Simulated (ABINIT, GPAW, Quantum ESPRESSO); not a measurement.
**MnO2: 3 runs at one level of theory**

```
CELL_PARAMETERS angstrom
4.40042 0.00000 0.00000
0.00000 4.40042 0.00000
0.00000 0.00000 2.86708
ATOMIC_POSITIONS crystal
Mn 0.50000 0.50000 0.50000
Mn 0.00000 0.00000 0.00000
O 0.80492 0.19508 0.50000
O 0.69508 0.69508 0.00000
O 0.19508 0.80492 0.50000
O 0.30492 0.30492 0.00000
```

The cell is a database's computed one, not the measured one.

Alike in all runs: task single point; functional PBEsol; k mesh 6 × 6 × 9; occupations fermi-dirac, width 0.05 eV; collinear spin, ferromagnetic start; no spin-orbit coupling. Pressure is positive in compression and, in plane waves, holds the error of the finite cutoff.

```csv
program and potentials,plane-wave cutoff (eV),notes,pressure (GPa),net moment per atom (μB)
"GPAW, PAW data sets generated for this functional",800,-,0.20,0.99
"ABINIT, JTH PAW PBE v2.0",707,potentials made for PBE,?,?
"Quantum ESPRESSO, GBRV 1.5 PBEsol",612,-,-2.27,1.00
```

Task: Estimate from the other rows what the run with ABINIT, JTH PAW PBE v2.0 gave.

Result: Pressure -2.01 GPa; net moment per atom 1.00 μB. The other rows, which needn't bracket it: pressure -2.27 to 0.20; net moment per atom 0.99 to 1.00.
